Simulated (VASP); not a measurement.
A run of VASP 6.6.1:

File INCAR:

```
PREC     = Accurate       # precision mode
ENCUT    = 520            # plane-wave cutoff, eV
EDIFF    = 1E-6           # SCF threshold, eV
ISMEAR   = -1             # smearing method
SIGMA    = 0.05           # smearing width, eV
LREAL    = F              # projectors in reciprocal space
LASPH    = T              # aspherical terms in the spheres
NELM     = 80             # most SCF steps
ALGO     = Normal         # electronic algorithm
ISIF     = 2              # what is computed and relaxed
LWAVE    = F              # write WAVECAR
LCHARG   = F              # write CHGCAR
ISPIN    = 2              # spin polarisation
MAGMOM   = 0.5 0.5        # initial moments
LORBIT   = 11             # projections on sites
GGA      = CA             # functional
IBRION   = 2              # ionic algorithm
NSW      = 40             # ionic steps
EDIFFG   = -0.01          # ionic threshold
```

Contents of KPOINTS:

```
Automatic mesh
0
Gamma
  1 1 1
```

Contents of POSCAR:

```
O
1.0
    8.0000000000      0.0000000000      0.0000000000
    0.0000000000      8.1000000000      0.0000000000
    0.0000000000      0.0000000000      8.2000000000
O
2
Direct
    0.5000000000      0.5000000000      0.4250000000
    0.5000000000      0.5000000000      0.5750000000
```

Potentials or basis: VASP PAW LDA potentials, release 64 (O).

The run is started by

```bash
$ cat potpaw_LDA.64/O/POTCAR > POTCAR
$ mpirun -np 1 vasp_std > vasp.out
```

Hardware: 1 thread of Intel(R) Xeon(R) Platinum 8488C (Sapphire Rapids), on a shared host.

How long does it take, and how much memory?

Wall time 40 s on 1 thread of Intel(R) Xeon(R) Platinum 8488C (Sapphire Rapids), on a shared host, peak memory 0.42 GiB. Counts: scf iterations 49, k points 1, ion steps 3.
